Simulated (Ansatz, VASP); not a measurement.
## One calculation of C, two programs

```xyz
1
Lattice="0.0000 1.5633 1.5633 1.5633 0.0000 1.5633 1.5633 1.5633 0.0000" Properties=species:S:1:pos:R:3 pbc="T T T"
C     0.0000    0.0000    0.0000
```

Change from the starting cell: functional lda, volume scaled by 1.04, PAW files.

Alike in both runs: task electric field gradients; functional LDA; k mesh 16 × 16 × 16; occupations fermi-dirac, width 0.03 eV; no spin polarisation.

```csv
,VASP,Ansatz
version,VASP 6.6.1,Ansatz 0.2.0
potentials or method,"VASP PAW LDA potentials, release 64 (C)","PAW with Ansatz's default frozen-core files, scalar-relativistic"
plane-wave cutoff (eV),520,420
valence electrons in the cell,4,4
```

|  | VASP | Ansatz | Ansatz less VASP |
| --- | --- | --- | --- |
| pressure (GPa) | -15.3 | -15.6 | -0.30 |
| Vzz of the field gradient on the site that differs most (V/Å²) | 0.0 | 0.0 | 0.00 |

Caveats: so large a pressure means that the cell lies far from this level's equilibrium, or that cutoff or potentials fall short (VASP).
